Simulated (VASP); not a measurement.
Runs of VASP 6.6.1 on Ru. The cell holds a slab with vacuum, 5 atoms: a = 2.708 Å, b = 2.708 Å, c = 23.845 Å, α = 90.00°, β = 90.00°, γ = 120.00°. 

| task | level | cell | smearing | atoms held fixed (from 0) | gap on the mesh (eV) | largest force (eV/Å) | work function (eV) |
| --- | --- | --- | --- | --- | --- | --- | --- |
| relaxation of the atoms | PBEsol | atoms relaxed from: the (1 1 1) slab of Ru, cut from the database cell, not relaxed | gaussian 0.05 eV | [0, 1] | none | - | - |
| relaxation of the atoms | PBE+dDsC | atoms relaxed from: the (1 1 1) slab of Ru, cut from the database cell, not relaxed | gaussian 0.05 eV | [0, 1] | none | - | - |
| work function | PBE | the (1 1 1) slab of Ru, cut from the database cell, not relaxed | gaussian 0.05 eV | - | none | 0.95 | 5.07 |
| single point | PBE | the (1 1 1) slab of Ru, cut from the database cell, not relaxed | fermi-dirac 0.05 eV | - | none | (a) | 5.07 |

Alike in all rows: potentials or basis VASP PAW PBE potentials, release 64 (Ru_pv); no spin polarisation; k mesh 11 × 11 × 1; cutoff (eV) 520.

Question: Estimate the missing entries.

Answer: (a) 0.96.

Caveats: the PAW data sets were made with another functional, which shifts forces and pressure a little (some runs).

A k mesh can miss the band edges, and the runs leave out spin-orbit coupling on Ru.

A gap of «none» marks a metal or a gap under the smearing width.
